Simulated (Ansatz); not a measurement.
**Sb in Ansatz: the effect of functional**

The system is Sb.

```
CELL_PARAMETERS angstrom
0.00000 2.33919 2.33919
2.33919 0.00000 2.33919
2.33919 2.33919 0.00000
ATOMIC_POSITIONS crystal
Sb 0.00000 0.00000 0.00000
```

This isn't the form of Sb at room conditions, which is rhombohedral.

The cell isn't the ideal one: volume scaled by 0.96.

Alike in all runs:

* Program: Ansatz 0.2.0
* Task: single point
* Potentials or basis: Ansatz PAW
* k mesh: 10 × 10 × 10
* Occupations: fermi-dirac, width 0.05 eV
* Spin: no spin polarisation

```csv
functional,cutoff,pressure (GPa)
LDA,420 eV (not typed: the program's choice for these potentials),0.2
PBEsol,420 eV (not typed: the program's choice for these potentials),1.4
r2SCAN,500 eV (not typed: the program's choice for these potentials),?
```

What does the run with functional r2SCAN give?

Pressure 3.8 GPa.

Caveats: the PAW data sets come from PBE, with cores solved anew for the run's functional, which leaves a small shift of forces and pressure.
